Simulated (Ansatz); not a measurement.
Level of theory: DFT PBE, scalar-relativistic, plane waves, PAW (Ansatz 0.2.0). All cells share a 420 eV cutoff and Γ-centred k meshes spaced at most about 0.3 Å⁻¹ (about 0.25 or finer for metals, 2π included). No spin polarisation.

Temperature and zero-point effects are left out.

Two forms of Mg₅Te₃ were relaxed alike.

A.

```xyz
8
Lattice="3.9143 0.0000 0.0000 0.0000 3.9143 0.0000 0.0000 0.0000 13.0245" Properties=species:S:1:pos:R:3 pbc="T T T"
Mg    0.0000    0.0000    3.1907
Mg    0.0000    0.0000    9.8338
Mg    0.0000    0.0000    0.0000
Mg    1.9572    1.9572    4.9361
Mg    1.9572    1.9572    8.0884
Te    1.9572    1.9572    1.8440
Te    1.9572    1.9572   11.1805
Te    0.0000    0.0000    6.5122
```

B.

```xyz
8
Lattice="3.9097 0.0000 0.0000 0.0000 3.9097 0.0000 0.0000 0.0000 13.2695" Properties=species:S:1:pos:R:3 pbc="T T T"
Mg    0.0000    0.0000   11.6134
Mg    0.0000    0.0000    1.6561
Mg    0.0000    0.0000    5.0457
Mg    0.0000    0.0000    8.2239
Mg    1.9549    1.9549    0.0000
Te    1.9549    1.9549    2.8715
Te    1.9549    1.9549    6.6348
Te    1.9549    1.9549   10.3980
```

Task: Which arrangement of the elements on these sites is preferred, and by what margin?

Result: B is lower, by 52 meV/atom. The two share one framework of sites and differ in which element sits where. A has space group P4/mmm (No. 123), 24.9 Å³/atom and no gap on its mesh; B has space group P4/mmm (No. 123), 25.4 Å³/atom and no gap. Counting Te atoms around Mg (those within 1.25 times the shortest such distance or 1.15 times the sum of covalent radii, 1.27 where that leaves under three; a plus sign parts nearer from farther groups; the shortest distance is added where it exceeds 1.18 times the sum of covalent radii; a slash parts the counts of unlike sites), A has Mg 5/8 from 3.3 Å and B has Mg 2/4/4+4. Both come from invented guesses. The lowest form computed isn't among them: it has space group R3m (No. 160), 30.4 Å³/atom and lies 48 meV/atom below the best shown.

These runs have no spin–orbit coupling, which can matter for Te.
